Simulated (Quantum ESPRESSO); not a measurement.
# TaN (Fm-3m) in Quantum ESPRESSO: a series of runs

One crystal, TaN, is run at these levels: LDA, PBE; tasks: phonons.

Everything below comes from runs of Quantum ESPRESSO 7.5. Logs are shortened: lines on timing, memory, paths and dates and some standing lists are left out, and cuts for length are marked.

## (1) The structure

The structure is cubic, space group Fm-3m (No. 225). Conventional cell: a = 4.423 Å, b = 4.423 Å, c = 4.423 Å, α = 90.00°, β = 90.00°, γ = 90.00°. Ta (site symmetry m-3m) is surrounded by 6 N at 2.21 Å. N (site symmetry m-3m) has 6 Ta at 2.21 Å as nearest neighbours.

The cell comes from a database or a generator and needn't be the stable form of this composition.

## (2) Phonons, LDA

pw.in reads:

```
&CONTROL
  calculation = 'scf'
  prefix = 'pwscf'
  outdir = './tmp'
  pseudo_dir = './pseudo'
  tprnfor = .true.
  tstress = .true.
  disk_io = 'low'
/
&SYSTEM
  ibrav = 0
  A = 3.12728298
  nat = 2
  ntyp = 2
  ecutwfc = 56
  ecutrho = 448
  nbnd = 15
  occupations = 'smearing'
  smearing = 'mv'
  degauss = 0.01469973
/
&ELECTRONS
  conv_thr = 4d-10
  electron_maxstep = 120
  mixing_beta = 0.5
/
ATOMIC_SPECIES
Ta   180.9479 ta_lda_v1.uspp.F.UPF
N     14.0070 n_lda_v1.2.uspp.F.UPF
CELL_PARAMETERS alat
   0.0000000000    0.7071067806    0.7071067806
   0.7071067806    0.0000000000    0.7071067806
   0.7071067806    0.7071067806    0.0000000000
ATOMIC_POSITIONS alat
Ta     0.7071067806    0.7071067806    0.7071067806
N      0.0000000000    0.0000000000    0.0000000000
K_POINTS automatic
10 10 10 0 0 0
```

relax.in reads:

```
&CONTROL
  calculation = 'vc-relax'
  prefix = 'pwscf'
  outdir = './tmp'
  pseudo_dir = './pseudo'
  tprnfor = .true.
  tstress = .true.
  disk_io = 'low'
  nstep = 40
  forc_conv_thr = 0.0001
  etot_conv_thr = 1d-06
/
&SYSTEM
  ibrav = 0
  A = 3.12728298
  nat = 2
  ntyp = 2
  ecutwfc = 56
  ecutrho = 448
  nbnd = 15
  occupations = 'smearing'
  smearing = 'mv'
  degauss = 0.01469973
/
&ELECTRONS
  conv_thr = 4d-10
  electron_maxstep = 120
  mixing_beta = 0.5
/
&IONS
  ion_dynamics = 'bfgs'
/
&CELL
  cell_dynamics = 'bfgs'
  press = 0
  press_conv_thr = 0.2
/
ATOMIC_SPECIES
Ta   180.9479 ta_lda_v1.uspp.F.UPF
N     14.0070 n_lda_v1.2.uspp.F.UPF
CELL_PARAMETERS alat
   0.0000000000    0.7071067806    0.7071067806
   0.7071067806    0.0000000000    0.7071067806
   0.7071067806    0.7071067806    0.0000000000
ATOMIC_POSITIONS alat
Ta     0.7071067806    0.7071067806    0.7071067806
N      0.0000000000    0.0000000000    0.0000000000
K_POINTS automatic
10 10 10 0 0 0
```

scf2.in reads:

```
&CONTROL
  calculation = 'scf'
  prefix = 'pwscf'
  outdir = './tmp'
  pseudo_dir = './pseudo'
  tprnfor = .true.
  tstress = .true.
  disk_io = 'low'
/
&SYSTEM
  ibrav = 0
  A = 3.07533945
  nat = 2
  ntyp = 2
  ecutwfc = 56
  ecutrho = 448
  nbnd = 15
  occupations = 'smearing'
  smearing = 'mv'
  degauss = 0.01469973
/
&ELECTRONS
  conv_thr = 1d-13
  electron_maxstep = 120
  mixing_beta = 0.5
  startingpot = 'file'
  startingwfc = 'file'
/
ATOMIC_SPECIES
Ta   180.9479 ta_lda_v1.uspp.F.UPF
N     14.0070 n_lda_v1.2.uspp.F.UPF
CELL_PARAMETERS alat
   0.0000000000    0.7071067817    0.7071067817
   0.7071067817    0.0000000000    0.7071067817
   0.7071067817    0.7071067817    0.0000000000
ATOMIC_POSITIONS alat
Ta     0.7071067817    0.7071067817    0.7071067817
N      0.0000000000    0.0000000000    0.0000000000
K_POINTS automatic
10 10 10 0 0 0
```

ph.in reads:

```
phonons of TaN
&INPUTPH
  prefix = 'pwscf'
  outdir = './tmp'
  tr2_ph = 1d-18
  fildyn = 'dyn'
  niter_ph = 90
  alpha_mix(1) = 0.4
/
0.0000000000 0.0000000000 0.0000000000
```

dynmat.in reads:

```
&INPUT
  fildyn = 'dyn'
  asr = 'crystal'
  filout = 'dynmat.disp'
  fileig = 'dynmat.eig'
/
```

Potentials or basis: GBRV 1.5 LDA.

Launch:

```console
> OMP_NUM_THREADS=1 mpirun -n 4 pw.x -nk 4 -in pw.in > pw.out
> OMP_NUM_THREADS=1 mpirun -n 4 pw.x -nk 4 -in relax.in > relax.out
> OMP_NUM_THREADS=1 mpirun -n 4 pw.x -nk 4 -in scf2.in > scf2.out
> OMP_NUM_THREADS=1 mpirun -n 4 ph.x -nk 4 -in ph.in > ph.out
> OMP_NUM_THREADS=1 mpirun -n 1 dynmat.x -in dynmat.in > dynmat.out
```

pw.out:

```text
This program is part of the open-source Quantum ESPRESSO suite
     for quantum simulation of materials; please cite
[... 6 lines left out ...]
     using ibrav=0 with symmetry is DISCOURAGED, use correct ibrav instead

     K-points division:     npool     =       4
     Subspace diagonalization in iterative solution of the eigenvalue problem:
     a serial algorithm will be used

     G-vector sticks info
     --------------------
     sticks:   dense  smooth     PW     G-vecs:    dense   smooth      PW
     Sum        1069     547    163                23409     8363    1459

     Using Slab Decomposition

     bravais-lattice index     =            0
     lattice parameter (alat)  =       5.9097  a.u.
     unit-cell volume          =     145.9430 (a.u.)^3
     number of atoms/cell      =            2
     number of atomic types    =            2
     number of electrons       =        18.00
     number of Kohn-Sham states=           15
     kinetic-energy cutoff     =      56.0000  Ry
     charge density cutoff     =     448.0000  Ry
     scf convergence threshold =      4.0E-10
     mixing beta               =       0.5000
     number of iterations used =            8  plain     mixing
     Exchange-correlation= SLA  PZ   NOGX NOGC
                           (   1   1   0   0   0   0   0)

     celldm(1)=   5.909708  celldm(2)=   0.000000  celldm(3)=   0.000000
     celldm(4)=   0.000000  celldm(5)=   0.000000  celldm(6)=   0.000000

     crystal axes: (cart. coord. in units of alat)
               a(1) = (   0.000000   0.707107   0.707107 )
               a(2) = (   0.707107   0.000000   0.707107 )
               a(3) = (   0.707107   0.707107   0.000000 )

     reciprocal axes: (cart. coord. in units 2 pi/alat)
               b(1) = ( -0.707107  0.707107  0.707107 )
               b(2) = (  0.707107 -0.707107  0.707107 )
               b(3) = (  0.707107  0.707107 -0.707107 )

     PseudoPot. # 1 for Ta read from file:
     ta_lda_v1.uspp.F.UPF
     Pseudo is Ultrasoft + core correction, Zval = 13.0
     Generated by new atomic code, or converted to UPF format
     Using radial grid of  921 points,  7 beta functions with:
                l(1) =   0
                l(2) =   0
                l(3) =   1
                l(4) =   1
                l(5) =   2
                l(6) =   2
                l(7) =   3
     Q(r) pseudized with  6 coefficients,  rinner =    1.300   1.300   1.300
                                                       1.300   1.300   1.300
                                                       1.300

     PseudoPot. # 2 for N  read from file:
     n_lda_v1.2.uspp.F.UPF
     Pseudo is Ultrasoft + core correction, Zval =  5.0
     Generated by new atomic code, or converted to UPF format
     Using radial grid of  729 points,  4 beta functions with:
                l(1) =   0
                l(2) =   0
                l(3) =   1
                l(4) =   1
     Q(r) pseudized with  8 coefficients,  rinner =    0.900   0.900   0.900

     atomic species   valence    mass     pseudopotential
     Ta               13.00   180.94790     Ta( 1.00)
     N                 5.00    14.00700     N ( 1.00)

     48 Sym. Ops., with inversion, found

   Cartesian axes

     site n.     atom                  positions (alat units)
         1        Ta     tau(   1) = (   0.7071068   0.7071068   0.7071068  )
         2        N      tau(   2) = (   0.0000000   0.0000000   0.0000000  )

     number of k points=    47  Marzari-Vanderbilt smearing, width (Ry)=  0.0147
                       cart. coord. in units 2pi/alat
        k(    1) = (   0.0000000   0.0000000   0.0000000), wk =   0.0020000
        k(    2) = (   0.0707107   0.0707107  -0.0707107), wk =   0.0160000
        k(    3) = (   0.1414214   0.1414214  -0.1414214), wk =   0.0160000
        k(    4) = (   0.2121320   0.2121320  -0.2121320), wk =   0.0160000
        k(    5) = (   0.2828427   0.2828427  -0.2828427), wk =   0.0160000
        k(    6) = (  -0.3535534  -0.3535534   0.3535534), wk =   0.0080000
[... 39 lines left out ...]
        k(   46) = (  -0.0707107  -0.3535534   0.6363961), wk =   0.0480000
        k(   47) = (  -0.7071068   0.2828427   0.0000000), wk =   0.0240000

     Dense  grid:    23409 G-vectors     FFT dimensions: (  40,  40,  40)

     Smooth grid:     8363 G-vectors     FFT dimensions: (  30,  30,  30)

     Initial potential from superposition of free atoms

     starting charge      17.9991, renormalised to      18.0000

     negative rho (up, down):  9.278E-02 0.000E+00
     Starting wfcs are   17 randomized atomic wfcs

     Self-consistent Calculation

     iteration #  1     ecut=    56.00 Ry     beta= 0.50
     Davidson diagonalization with overlap
     ethr =  1.00E-02,  avg # of iterations =  2.8

     negative rho (up, down):  9.514E-02 0.000E+00
[... 85 lines left out ...]
     iteration # 11     ecut=    56.00 Ry     beta= 0.50
     Davidson diagonalization with overlap
     ethr =  2.31E-12,  avg # of iterations =  1.0

     negative rho (up, down):  9.820E-02 0.000E+00

     End of self-consistent calculation

          k = 0.0000 0.0000 0.0000 (  1037 PWs)   bands (ev):

   -48.5789 -14.8016 -14.8016 -14.8016   2.4460  17.1808  17.1808  17.1808
    18.8390  18.8390  18.8390  20.9198  20.9198  22.4673  30.1706

          k = 0.0707 0.0707-0.0707 (  1007 PWs)   bands (ev):
[... 141 lines left out ...]
   -48.5106 -15.4131 -15.1990 -15.0273   4.1299  13.8968  14.2639  15.2383
    18.0350  23.6429  23.7262  24.9440  25.5356  28.3828  30.6493

          k =-0.7071 0.0000 0.0000 (  1034 PWs)   bands (ev):

   -48.5100 -15.4897 -15.0715 -15.0715   3.7188  14.3795  15.5707  16.3693
    16.3693  22.9218  24.3601  24.3601  25.3606  27.4141  29.6902

          k = 0.2828 0.1414 0.0000 (  1024 PWs)   bands (ev):

   -48.5508 -15.1613 -14.9270 -14.8535   3.6899  13.2105  15.0739  15.4552
    18.6410  21.3286  21.6895  22.3237  24.3067  27.0488  33.7719

          k = 0.3536 0.2121-0.0707 (  1032 PWs)   bands (ev):
[... 51 lines left out ...]
   -48.5122 -15.3134 -15.3004 -15.0094   4.4862  12.9748  14.2078  14.4190
    19.8851  21.9195  23.8231  25.0491  26.1691  30.1374  31.8353

          k =-0.7071 0.1414 0.0000 (  1030 PWs)   bands (ev):

   -48.5100 -15.4508 -15.1125 -15.0793   3.9276  14.3165  14.8539  15.2387
    17.6284  23.6305  23.7633  24.3643  25.6509  27.9196  30.2392

          k =-0.1414-0.4243 0.7071 (  1043 PWs)   bands (ev):
[... 6 lines left out ...]
   -48.5116 -15.3387 -15.2463 -15.0494   4.4663  13.1333  14.2056  14.3267
    20.7579  20.8266  24.1671  25.1108  25.6569  30.5400  31.7507

          k =-0.7071 0.2828 0.0000 (  1042 PWs)   bands (ev):

   -48.5099 -15.3479 -15.2187 -15.0918   4.3043  13.8017  14.2326  14.3493
    19.6371  21.8203  24.3711  24.6461  25.4368  29.9846  31.6956

     the Fermi energy is    20.9377 ev

!    total energy              =    -162.23606971 Ry
     estimated scf accuracy    <          1.7E-11 Ry
     smearing contrib. (-TS)   =      -0.00007200 Ry
     internal energy E=F+TS    =    -162.23599771 Ry

     The total energy is F=E-TS. E is the sum of the following terms:
     one-electron contribution =      -6.14816072 Ry
     hartree contribution      =      14.79600726 Ry
     xc contribution           =     -47.50754126 Ry
     ewald contribution        =    -123.37630299 Ry

     convergence has been achieved in  11 iterations

     negative rho (up, down):  9.820E-02 0.000E+00

     Forces acting on atoms (cartesian axes, Ry/au):

     atom    1 type  1   force =     0.00000000    0.00000000    0.00000000
     atom    2 type  2   force =     0.00000000    0.00000000    0.00000000

     Total force =     0.000000     Total SCF correction =     0.000000

     Computing stress (Cartesian axis) and pressure

     negative rho (up, down):  9.820E-02 0.000E+00
          total   stress  (Ry/bohr**3)                   (kbar)     P=     -169.77
  -0.00115408  -0.00000000  -0.00000000         -169.77       -0.00       -0.00
  -0.00000000  -0.00115408  -0.00000000           -0.00     -169.77       -0.00
  -0.00000000  -0.00000000  -0.00115408           -0.00       -0.00     -169.77

=------------------------------------------------------------------------------=
   JOB DONE.
=------------------------------------------------------------------------------=
```

relax.out:

```text
This program is part of the open-source Quantum ESPRESSO suite
     for quantum simulation of materials; please cite
[... 6 lines left out ...]
     using ibrav=0 with symmetry is DISCOURAGED, use correct ibrav instead

     K-points division:     npool     =       4
[... 2472 lines left out ...]
  -0.00000199   0.00000000  -0.00000000           -0.29        0.00       -0.00
  -0.00000000  -0.00000199  -0.00000000           -0.00       -0.29       -0.00
  -0.00000000  -0.00000000  -0.00000199           -0.00       -0.00       -0.29

=------------------------------------------------------------------------------=
   JOB DONE.
=------------------------------------------------------------------------------=
```

scf2.out:

```text
This program is part of the open-source Quantum ESPRESSO suite
     for quantum simulation of materials; please cite
[... 6 lines left out ...]
     using ibrav=0 with symmetry is DISCOURAGED, use correct ibrav instead

     K-points division:     npool     =       4
[... 415 lines left out ...]
  -0.00000199  -0.00000000  -0.00000000           -0.29       -0.00       -0.00
  -0.00000000  -0.00000199  -0.00000000           -0.00       -0.29       -0.00
  -0.00000000  -0.00000000  -0.00000199           -0.00       -0.00       -0.29

=------------------------------------------------------------------------------=
   JOB DONE.
=------------------------------------------------------------------------------=
```

Run time: 74 s. Hardware: 4 MPI ranks of Arm Neoverse V2, shared host; peak memory 0.4 GiB.

What came out:

| Quantity | Value |
| --- | --- |
| Free energy | -2207.3919 eV |
| Relaxed volume | 10.28 Å³/atom |
| Relaxed cell | a = 3.075 Å, b = 3.075 Å, c = 3.075 Å, α = 60.00°, β = 60.00°, γ = 60.00° |
| Space group after relaxing (to 0.05 Å) | Fm-3m (No. 225) |
| Pressure after relaxing | 0.0 GPa |
| Band gap on the k mesh | none (metal or under the smearing width) |
| Highest phonon frequency at Γ | 420 cm⁻¹ |

Step by step:
```tsv
step	energy change (eV)	largest force (eV/Å)	pressure (GPa)	volume (Å³)
1	0.0000	0.0000	-16.98	21.63
2	-0.0231	0.0000	15.41	19.81
3	-0.0583	0.0000	-1.21	20.63
4	-0.0585	0.0000	-0.08	20.57
5	-0.0585	0.0000	0.00	20.57
```

Final structure:
```
CELL_PARAMETERS angstrom
0.00000 2.17459 2.17459
2.17459 0.00000 2.17459
2.17459 2.17459 0.00000
ATOMIC_POSITIONS crystal
Ta 0.50000 0.50000 0.50000
N 0.00000 0.00000 0.00000
```

Phonon frequencies in cm⁻¹ (negative: imaginary):
| q point | frequencies |
| --- | --- |
| (0.000, 0.000, 0.000) | -5 -5 -5 420 420 420 |

Optical modes at Γ, degenerate ones joined:
| cm⁻¹ | components | symmetry | active in |
| --- | --- | --- | --- |
| 420 | 3 | T1u | IR |

The run has no spin-orbit coupling, so splittings on Ta are missing.

(Continued in part 2 of 2.)
